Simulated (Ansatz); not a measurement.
LaAlO$_{3}$ (Pm-3m), r2SCAN with spin-orbit coupling, rigid bands (Ansatz, a program for electronic structure): N_v = 3.79e20 cm⁻³ at 300 K and a hole conductivity mass of 1.58 mₑ.

Question: For 1e16 holes per cm³ at 300 K, place the Fermi level, estimate the Seebeck coefficient of a parabolic band with constant τ, and give mobility and conductivity for τ = 50 fs.

Answer: The level lies k_BT ln(N_v/p) = 0.273 eV above the valence-band maximum. S ≈ +(k_B/e)[ln(N_v/p) + 5/2] = 1124 μV/K, against 1138 μV/K from the full bands (mean over directions). μ = eτ/m = 55.7 cm²/(V·s) and σ = peμ = 0.0892 S/cm. τ is assumed, not computed.

Band transport and this doping are assumed; polarons and phonon drag are left out.

LaAlO3 (Pm-3m): a high-temperature phase held by its symmetry.
